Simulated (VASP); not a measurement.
# BaO (Fm-3m) in VASP: a series of runs

Aim: see how the results for BaO move with the level of theory and the settings. Levels: r2SCAN+rVV10, HSE06, PBE. Tasks: relaxation of cell and atoms, electrostatic potential.

Everything below comes from runs of VASP 6.6.1. Logs are shortened: lines on timing, memory, paths and dates and some standing lists are left out, and cuts for length are marked.

## 1. The structure

It takes space group Fm-3m (No. 225, cubic). Conventional cell: a = 5.520 Å, b = 5.520 Å, c = 5.520 Å, α = 90.00°, β = 90.00°, γ = 90.00°. Around Ba (site symmetry m-3m) lie 6 O at 2.76 Å. Around O (site symmetry m-3m) lie 6 Ba at 2.76 Å.

The cell was built by a generator and needn't be a form met in nature.

## 2. Relaxation of cell and atoms, r2SCAN+rVV10

INCAR reads:

```
SYSTEM = BaO
ALGO = Normal
BPARAM = 11.95
CPARAM = 0.0093
EDIFF = 1E-7
EDIFFG = -0.005
ENCUT = 600
IBRION = 2
ISIF = 3
ISMEAR = 0
IVDW_NL = 2
KPAR = 4
LASPH = .True.
LCHARG = .False.
LMIXTAU = .True.
LREAL = .False.
LUSE_VDW = .True.
LWAVE = .False.
METAGGA = R2SCAN
NELM = 120
NSW = 60
PREC = Accurate
SIGMA = 0.02
```

KPOINTS reads:

```
k-points
0
Gamma
  8 8 8
  0 0 0
```

POSCAR reads:

```
BaO
1.0
    0.0000000000      2.7600000000      2.7600000000
    2.7600000000      0.0000000000      2.7600000000
    2.7600000000      2.7600000000      0.0000000000
Ba O
1 1
Direct
    0.0000000000      0.0000000000      0.0000000000
    0.5000000000      0.5000000000      0.5000000000
```

Potentials or basis: VASP PAW PBE potentials, release 64 (Ba_sv, O).

Started as:

```
$ cat potpaw_PBE.64/Ba_sv/POTCAR potpaw_PBE.64/O/POTCAR > POTCAR
$ mpirun -np 4 vasp_std > vasp.out
```

OUTCAR:

```text
SYSTEM = BaO
   BPARAM = 11.95
   EDIFF = 1E-7
   EDIFFG = -0.005
   ENCUT = 600
   IBRION = 2
   ISIF = 3
   ISMEAR = 0
   IVDW_NL = 2
   LASPH = .True.
   LREAL = .False.
   METAGGA = R2SCAN
   NELM = 120
   NSW = 60
   PREC = Accurate

 ion  position               nearest neighbor table
   1  0.000  0.000  0.000-   2 2.76   2 2.76   2 2.76   2 2.76   2 2.76   2 2.76
   2  0.500  0.500  0.500-   1 2.76   1 2.76   1 2.76   1 2.76   1 2.76   1 2.76

  LATTYP: Found a face centered cubic cell.
 ALAT       =     5.5200000000

  Lattice vectors:

 A1 = (   0.0000000000,   2.7600000000,   2.7600000000)
 A2 = (   2.7600000000,   0.0000000000,   2.7600000000)
 A3 = (   2.7600000000,   2.7600000000,   0.0000000000)

Analysis of symmetry for initial positions (statically):
=====================================================================
 Subroutine PRICEL returns:
 Original cell was already a primitive cell.

 Routine SETGRP: Setting up the symmetry group for a
 face centered cubic supercell.

 Subroutine GETGRP returns: Found 48 space group operations
 (whereof 48 operations were pure point group operations)
 out of a pool of 48 trial point group operations.

The static configuration has the point symmetry O_h .

Analysis of symmetry for dynamics (positions and initial velocities):
=====================================================================
 Subroutine PRICEL returns:
 Original cell was already a primitive cell.

 Routine SETGRP: Setting up the symmetry group for a
 face centered cubic supercell.

 Subroutine GETGRP returns: Found 48 space group operations
 (whereof 48 operations were pure point group operations)
 out of a pool of 48 trial point group operations.

The dynamic configuration has the point symmetry O_h .

 Subroutine INISYM returns: Found 48 space group operations
 (whereof 48 operations are pure point group operations),
 and found     1 'primitive' translations

----------------------------------------------------------------------------------------

                                     Primitive cell

  volume of cell :      42.0492

  direct lattice vectors                    reciprocal lattice vectors
     0.000000000  2.760000000  2.760000000    -0.181159420  0.181159420  0.181159420
     2.760000000  0.000000000  2.760000000     0.181159420 -0.181159420  0.181159420
     2.760000000  2.760000000  0.000000000     0.181159420  0.181159420 -0.181159420

  length of vectors
     3.903229432  3.903229432  3.903229432     0.313777320  0.313777320  0.313777320

[... 105 lines left out ...]
   METAGGA = R2SCAN    functional components
   LHFCALC =     F    Hartree Fock is set to
   AEXX    =    0.0000 exact exchange contribution
   IVDW_NL    =     2    kernel type
   BPARAM     =11.9500
   IVDW    =     0    specifies the selected vdW correction
   LEPSILON=     F    determine dielectric tensor
   LRPA    =     F    only Hartree local field effects (RPA)
 conjugate gradient relaxation of ions
 non-spin polarized calculation
 Gauss-broadening in eV      SIGMA  =   0.02
  energy-cutoff  :      600.00
  volume of cell :       42.05
 maximum number of plane-waves:      1424
   NGX = 15   NGY = 15   NGZ = 15

--------------------------------------- Ionic step        1  -------------------------------------------

 number of electron      15.9999998 magnetization

 Free energy of the ion-electron system (eV)
  ---------------------------------------------------
  ext. energy  EPLUGINS =         0.00000000
  ---------------------------------------------------
  free energy    TOTEN  =       -37.44161646 eV

  energy without entropy =      -37.44161646  energy(sigma->0) =      -37.44161646

------------------------ aborting loop because EDIFF is reached ----------------------------------------

  FORCE on cell =-STRESS in cart. coord.  units (eV):
  Direction    XX          YY          ZZ          XY          YZ          ZX
  --------------------------------------------------------------------------------------
  -------------------------------------------------------------------------------------
  Total        0.4803477      0.4803477      0.4803477     -0.0000000     -0.0000000      0.0000000
  in kB       18.3024410     18.3024410     18.3024410     -0.0000000     -0.0000000      0.0000000
  external PRESSURE =      18.3024410 kB  Pullay stress =       0.0000000 kB
[... 59 lines left out ...]
--------------------------------------- Ionic step        3  -------------------------------------------

 number of electron      16.0000001 magnetization

 Free energy of the ion-electron system (eV)
  ---------------------------------------------------
  ext. energy  EPLUGINS =         0.00000000
  ---------------------------------------------------
  free energy    TOTEN  =       -37.44694572 eV

  energy without entropy =      -37.44694572  energy(sigma->0) =      -37.44694572

 E-fermi :   1.7127     XC(G=0): -10.1642

 val. band max:        1.5420377965   @ k =   0.5000   0.5000   0.0000
 cond. band min:       3.8415238997   @ k =   0.5000   0.5000   0.0000
 fundamental gap:      2.2994861032
 Fermi energy:         1.7127327257

 k-point     1 :       0.0000    0.0000    0.0000
  band No.  band energies     occupation
      1     -25.0974      2.00000
      2     -14.4061      2.00000
      3      -9.2009      2.00000
      4      -9.2009      2.00000
      5      -9.2009      2.00000
      6       1.2000      2.00000
      7       1.2000      2.00000
      8       1.2000      2.00000
      9       5.5357      0.00000
     10       6.6523      0.00000
     11       6.6523      0.00000
     12       6.6523      0.00000
[... 331 lines left out ...]
 k-point    24 :      -0.3750    0.2500    0.1250
  band No.  band energies     occupation
      1     -24.8027      2.00000
      2     -14.9223      2.00000
      3      -9.8355      2.00000
      4      -9.8052      2.00000
      5      -9.3249      2.00000
      6       0.0409      2.00000
      7       0.6318      2.00000
      8       0.6973      2.00000
      9       6.7388      0.00000
     10       7.3696      0.00000
     11       9.8716      0.00000
     12       9.9270      0.00000

 [... further k-points ...]

------------------------ aborting loop because EDIFF is reached ----------------------------------------

  FORCE on cell =-STRESS in cart. coord.  units (eV):
  Direction    XX          YY          ZZ          XY          YZ          ZX
  --------------------------------------------------------------------------------------
  -------------------------------------------------------------------------------------
  Total        0.0004084      0.0004084      0.0004084      0.0000000     -0.0000000     -0.0000000
  in kB        0.0152161      0.0152161      0.0152161      0.0000000     -0.0000000     -0.0000000
  external PRESSURE =       0.0152161 kB  Pullay stress =       0.0000000 kB
[... 17 lines left out ...]
  FREE ENERGIE OF THE ION-ELECTRON SYSTEM (eV)
  ---------------------------------------------------
  free  energy   TOTEN  =       -37.4469457236 eV

  energy  without entropy=      -37.4469457236  energy(sigma->0) =      -37.44694572

 reached required accuracy - stopping structural energy minimisation
```

CONTCAR:

```text
BaO
   1.00000000000000
    -0.0000000000000000    2.7807066279903427    2.7807066279903427
     2.7807066279903427   -0.0000000000000000    2.7807066279903427
     2.7807066279903427    2.7807066279903427   -0.0000000000000000
  Ba              O
     1     1
Direct
     0.0000000000000000    0.0000000000000000    0.0000000000000000
     0.5000000000000000    0.5000000000000000    0.5000000000000000

  0.00000000E+00  0.00000000E+00  0.00000000E+00
  0.00000000E+00  0.00000000E+00  0.00000000E+00
```

Run time: 3.9 min. Hardware: 4 MPI ranks of Intel Xeon Platinum 8488C (Sapphire Rapids), shared host; peak memory 0.32 GiB.

What came out:

```
Free energy                            : -37.4469 eV
Relaxed volume                         : 21.50 Å³/atom
Relaxed cell                           : a = 3.933 Å, b = 3.933 Å, c = 3.933 Å, α = 60.00°, β = 60.00°, γ = 60.00°
Space group after relaxing (to 0.05 Å) : Fm-3m (No. 225)
Energy gained by relaxing              : 2.7 meV/atom
Ionic steps                            : 3
Pressure after relaxing                : 0.0 GPa
Band gap on the k mesh                 : 2.30 eV, direct
```

The path:
```csv
step,energy change (eV),largest force (eV/Å),pressure (GPa),volume (Å³)
1,0.0000,0.0000,1.83,42.05
2,-0.0038,0.0000,-0.91,43.53
3,-0.0053,0.0000,0.00,43.00
```

Final structure:
```cif
data_structure
_symmetry_space_group_name_H-M 'P 1'
_symmetry_Int_Tables_number 1
_cell_length_a 3.9325
_cell_length_b 3.9325
_cell_length_c 3.9325
_cell_angle_alpha 60.000
_cell_angle_beta 60.000
_cell_angle_gamma 60.000
_cell_volume 43.00
loop_
_atom_site_label
_atom_site_type_symbol
_atom_site_fract_x
_atom_site_fract_y
_atom_site_fract_z
_atom_site_occupancy
Ba1 Ba 0.00000 0.00000 0.00000 1
O1 O 0.50000 0.50000 0.50000 1
```

Levels at points of the mesh, in eV from the valence-band top:
| k point | band 5 | band 6 | band 7 | band 8 | band 9 | band 10 | band 11 | band 12 |
| --- | --- | --- | --- | --- | --- | --- | --- | --- |
| (0.00, 0.00, 0.00) | -10.74 | -0.34 | -0.34 | -0.34 | 3.99 | 5.11 | 5.11 | 5.11 |
| (0.50, 0.00, 0.00) | -10.86 | -1.94 | -1.45 | -1.45 | 5.27 | 7.62 | 7.62 | 8.55 |
| (0.50, 0.50, 0.00) | -11.31 | -0.16 | -0.16 | 0.00 | 2.30 | 6.51 | 9.51 | 9.81 |

Caveat: the PAW data sets were made with another functional, which shifts forces and pressure a little; spin-orbit coupling is left out, which moves the levels of the heavy elements. A k mesh can miss the band edges.

## 3. Electrostatic potential, r2SCAN+rVV10

This run uses another cell than the first one, of 21.50 Å³/atom, 1.023 times its volume.

INCAR reads:

```
SYSTEM = BaO
ALGO = Normal
BPARAM = 11.95
CPARAM = 0.0093
EDIFF = 1E-7
ENCUT = 520
ISIF = 2
ISMEAR = 0
IVDW_NL = 2
KPAR = 4
LASPH = .TRUE.
LCHARG = .TRUE.
LMIXTAU = .TRUE.
LREAL = .FALSE.
LUSE_VDW = .TRUE.
LVHAR = .TRUE.
LWAVE = .FALSE.
METAGGA = R2SCAN
NELM = 60
PREC = Accurate
SIGMA = 0.02
```

KPOINTS reads:

```
k-points
0
G
  8 8 8
  0 0 0
```

POSCAR reads:

```
BaO                                     
1.0
   -0.0000000000      2.7807066280      2.7807066280
    2.7807066280     -0.0000000000      2.7807066280
    2.7807066280      2.7807066280     -0.0000000000
  Ba              O             
     1     1
Direct
     0.0000000000000000    0.0000000000000000    0.0000000000000000
     0.5000000000000000    0.5000000000000000    0.5000000000000000
```

Potentials or basis: VASP PAW PBE potentials, release 64 (Ba_sv, O).

Started as:

```
$ cat potpaw_PBE.64/Ba_sv/POTCAR potpaw_PBE.64/O/POTCAR > POTCAR
$ mpirun -np 4 vasp_std > vasp.out
```

Run time: 67 s. Hardware: 4 MPI ranks of Intel Xeon Platinum 8488C (Sapphire Rapids), shared host; peak memory 0.29 GiB.

It converged, with:

```
Free energy            : -37.4458 eV
Pressure               : 0.1 GPa
Band gap on the k mesh : 2.30 eV, direct
```

Levels at points of the mesh, in eV from the valence-band top:
| k point | band 4 | band 5 | band 6 | band 7 | band 8 | band 9 | band 10 | band 11 | band 12 |
| --- | --- | --- | --- | --- | --- | --- | --- | --- | --- |
| (0.00, 0.00, 0.00) | -10.74 | -10.74 | -0.34 | -0.34 | -0.34 | 3.99 | 5.11 | 5.11 | 5.11 |
| (0.50, 0.00, 0.00) | -10.86 | -10.86 | -1.94 | -1.45 | -1.45 | 5.27 | 7.62 | 7.62 | 8.55 |
| (0.50, 0.50, 0.00) | -11.31 | -11.31 | -0.16 | -0.16 | 0.00 | 2.30 | 6.51 | 9.51 | 9.81 |

Caveat: the PAW data sets were made with another functional, which shifts forces and pressure a little; spin-orbit coupling is left out, which moves the levels of the heavy elements. A k mesh can miss the band edges.

## 4. Electrostatic potential, HSE06

This run uses another cell than the first one, of 21.50 Å³/atom, 1.023 times its volume.

POSCAR is that of step 3.

INCAR.step1 reads:

```
SYSTEM = BaO
ALGO = Normal
EDIFF = 1E-5
ENCUT = 520
GGA = PE
ISIF = 2
ISMEAR = 0
KPAR = 4
LASPH = .TRUE.
LREAL = .FALSE.
LWAVE = .TRUE.
NELM = 60
PREC = Accurate
SIGMA = 0.02
```

INCAR.step2 reads:

```
SYSTEM = BaO
ALGO = Normal
EDIFF = 1E-7
ENCUT = 520
GGA = PE
HFSCREEN = 0.2
ISIF = 2
ISMEAR = 0
ISTART = 1
KPAR = 4
LASPH = .TRUE.
LCHARG = .TRUE.
LHFCALC = .TRUE.
LREAL = .FALSE.
LVHAR = .TRUE.
LWAVE = .FALSE.
NELM = 60
PREC = Accurate
PRECFOCK = Fast
SIGMA = 0.02
```

KPOINTS reads:

```
k-points
0
G
  6 6 6
  0 0 0
```

Potentials or basis: VASP PAW PBE potentials, release 64 (Ba_sv, O).

Started as:

```
$ cat potpaw_PBE.64/Ba_sv/POTCAR potpaw_PBE.64/O/POTCAR > POTCAR
$ cp INCAR.step1 INCAR
$ mpirun -np 4 vasp_std > vasp.out
$ cp INCAR.step2 INCAR
$ mpirun -np 4 vasp_std > vasp.out
```

OUTCAR:

```text
SYSTEM = BaO
   EDIFF = 1E-7
   ENCUT = 520
   GGA = PE
   HFSCREEN = 0.2
   ISIF = 2
   ISMEAR = 0
   ISTART = 1
   LASPH = .TRUE.
   LHFCALC = .TRUE.
   LREAL = .FALSE.
   NELM = 60
   PREC = Accurate
   PRECFOCK = Fast

 ion  position               nearest neighbor table
   1  0.000  0.000  0.000-   2 2.78   2 2.78   2 2.78   2 2.78   2 2.78   2 2.78
   2  0.500  0.500  0.500-   1 2.78   1 2.78   1 2.78   1 2.78   1 2.78   1 2.78

  LATTYP: Found a face centered cubic cell.
 ALAT       =     5.5614132560

  Lattice vectors:

 A1 = (   0.0000000000,   2.7807066280,   2.7807066280)
 A2 = (   2.7807066280,   0.0000000000,   2.7807066280)
 A3 = (   2.7807066280,   2.7807066280,   0.0000000000)

Analysis of symmetry for initial positions (statically):
=====================================================================
 Subroutine PRICEL returns:
 Original cell was already a primitive cell.

 Routine SETGRP: Setting up the symmetry group for a
 face centered cubic supercell.

 Subroutine GETGRP returns: Found 48 space group operations
 (whereof 48 operations were pure point group operations)
 out of a pool of 48 trial point group operations.
[... 175 lines left out ...]
      3     -10.0174      2.00000
      4     -10.0174      2.00000
      5     -10.0174      2.00000
      6       0.4715      2.00000
      7       0.4715      2.00000
      8       0.4715      2.00000
      9       5.6725      0.00000
     10       6.9671      0.00000
     11       6.9671      0.00000
     12       6.9671      0.00000
[... 211 lines left out ...]
 k-point    16 :      -0.3333    0.5000    0.1667
  band No.  band energies     occupation
      1     -26.2319      2.00000
      2     -15.9677      2.00000
      3     -11.3459      2.00000
      4     -10.8803      2.00000
      5     -10.2350      2.00000
      6      -0.2731      2.00000
      7       0.6008      2.00000
      8       0.7125      2.00000
      9       5.4695      0.00000
     10       8.5073      0.00000
     11       8.9938      0.00000
     12      12.0225      0.00000

------------------------ aborting loop because EDIFF is reached ----------------------------------------

  FORCE on cell =-STRESS in cart. coord.  units (eV):
  Direction    XX          YY          ZZ          XY          YZ          ZX
  --------------------------------------------------------------------------------------
  -------------------------------------------------------------------------------------
  Total        0.0931236      0.0931236      0.0931236      0.0000000      0.0000000     -0.0000000
  in kB        3.4695617      3.4695617      3.4695617      0.0000000      0.0000000     -0.0000000
  external PRESSURE =       3.4695617 kB  Pullay stress =       0.0000000 kB

 VOLUME and BASIS-vectors are now :
 -----------------------------------------------------------------------------
  energy-cutoff  :      520.00
  volume of cell :       43.00
      direct lattice vectors                 reciprocal lattice vectors
     0.000000000  2.780706628  2.780706628    -0.179810410  0.179810410  0.179810410
     2.780706628  0.000000000  2.780706628     0.179810410 -0.179810410  0.179810410
     2.780706628  2.780706628  0.000000000     0.179810410  0.179810410 -0.179810410

 POSITION                                       TOTAL-FORCE (eV/Angst)
 -----------------------------------------------------------------------------------
      0.00000      0.00000      0.00000        -0.000000      0.000000      0.000000
      2.78071      2.78071      2.78071         0.000000     -0.000000     -0.000000
 -----------------------------------------------------------------------------------
    total drift:                                0.000000      0.000000      0.000000

  FREE ENERGIE OF THE ION-ELECTRON SYSTEM (eV)
  ---------------------------------------------------
  free  energy   TOTEN  =       -13.8842043354 eV

  energy  without entropy=      -13.8842043354  energy(sigma->0) =      -13.88420434
```

OSZICAR.step1:

```text
N       E                     dE             d eps       ncg     rms          rms(c)
DAV:   1     0.909707664759E+02    0.90971E+02   -0.81446E+03   384   0.122E+03
DAV:   2    -0.956326328578E+01   -0.10053E+03   -0.93396E+02   584   0.231E+02
DAV:   3    -0.143493483166E+02   -0.47861E+01   -0.47400E+01   504   0.529E+01
DAV:   4    -0.144144358576E+02   -0.65088E-01   -0.65077E-01   464   0.664E+00
DAV:   5    -0.144160224510E+02   -0.15866E-02   -0.15865E-02   500   0.811E-01    0.952E+00
DAV:   6    -0.120224868629E+02    0.23935E+01   -0.13532E+01   436   0.271E+01    0.642E+00
DAV:   7    -0.118154054034E+02    0.20708E+00   -0.10839E+00   448   0.866E+00    0.215E+00
DAV:   8    -0.117952416625E+02    0.20164E-01   -0.10716E-01   404   0.351E+00    0.497E-01
DAV:   9    -0.117997572773E+02   -0.45156E-02   -0.84653E-03   520   0.818E-01    0.163E-01
DAV:  10    -0.118011507404E+02   -0.13935E-02   -0.24051E-03   408   0.448E-01    0.697E-02
DAV:  11    -0.118010159695E+02    0.13477E-03   -0.38082E-04   504   0.177E-01    0.156E-02
DAV:  12    -0.118010329788E+02   -0.17009E-04   -0.38732E-05   396   0.560E-02    0.105E-02
DAV:  13    -0.118010302190E+02    0.27598E-05   -0.15488E-05   400   0.301E-02
   1 F= -.11801030E+02 E0= -.11801030E+02  d E =-.917789E-14
```

It took 3.9 min on 4 MPI ranks of Intel Xeon Platinum 8488C (Sapphire Rapids), shared host; peak memory 0.27 GiB.

What came out:

```
Free energy            : -13.8842 eV
Pressure               : 0.3 GPa
Band gap on the k mesh : 3.31 eV, direct
```

Levels at points of the mesh, in eV from the valence-band top:
| k point | band 4 | band 5 | band 6 | band 7 | band 8 | band 9 | band 10 | band 11 | band 12 |
| --- | --- | --- | --- | --- | --- | --- | --- | --- | --- |
| (0.00, 0.00, 0.00) | -10.85 | -10.85 | -0.36 | -0.36 | -0.36 | 4.84 | 6.14 | 6.14 | 6.14 |
| (0.50, 0.00, 0.00) | -10.96 | -10.96 | -2.04 | -1.53 | -1.53 | 6.37 | 8.74 | 8.74 | 9.54 |
| (0.50, 0.50, 0.00) | -11.46 | -11.46 | -0.16 | -0.16 | 0.00 | 3.31 | 7.44 | 10.48 | 10.91 |

Caveat: the PAW data sets were made with another functional, which shifts forces and pressure a little; spin-orbit coupling is left out, which moves the levels of the heavy elements. A k mesh can miss the band edges.

[end of part 1 of 2]
